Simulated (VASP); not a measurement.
Here is a VASP 6.6.1 calculation.

INCAR

```
ALGO = Normal ; EDIFF = 1E-6
EDIFFG = -0.005 ; ENCUT = 600
IBRION = 2 ; ISIF = 3
ISMEAR = 1 ; IVDW = 13
LASPH = True ; LCHARG = False
LMIXTAU = True ; LREAL = False
LWAVE = False ; METAGGA = R2SCAN
NELM = 100 ; NSW = 60
PREC = Accurate ; SIGMA = 0.1
VDW_A1 = 0.51559235 ; VDW_A2 = 5.77342911
VDW_S6 = 1.0 ; VDW_S8 = 0.6018749
```

File KPOINTS:

```
k-points
0
Gamma
  6 6 6
```

POSCAR

```
InPd
1.0
    3.2718847800      0.0000000000      0.0000000000
    0.0000000000      3.2718847800      0.0000000000
    0.0000000000      0.0000000000      3.2718847800
In Pd
1 1
Direct
    0.0030778300      0.0016571500      0.0060647600
    0.4969221700      0.4983428500      0.4939352400
```

Potentials or basis: VASP PAW PBE potentials, release 64 (In_d, Pd).

Run with:

```console
$ cat potpaw_PBE.64/In_d/POTCAR potpaw_PBE.64/Pd/POTCAR > POTCAR
$ mpirun -np 1 vasp_std > vasp.out
```

(1) What does it give for the relaxed volume?

(2) Predict the relaxed cell.

(3) Predict the band gap on the k mesh.

Results:

(1) 17.37 Å³/atom.

(2) a = 3.263 Å, b = 3.264 Å, c = 3.263 Å, α = 89.96°, β = 89.92°, γ = 89.98°.

(3) none (metal or under the smearing width).

Caveat: the PAW data sets were made with another functional, which shifts forces and pressure a little; pairwise dispersion overbinds metals, which lowers pressure and volume.
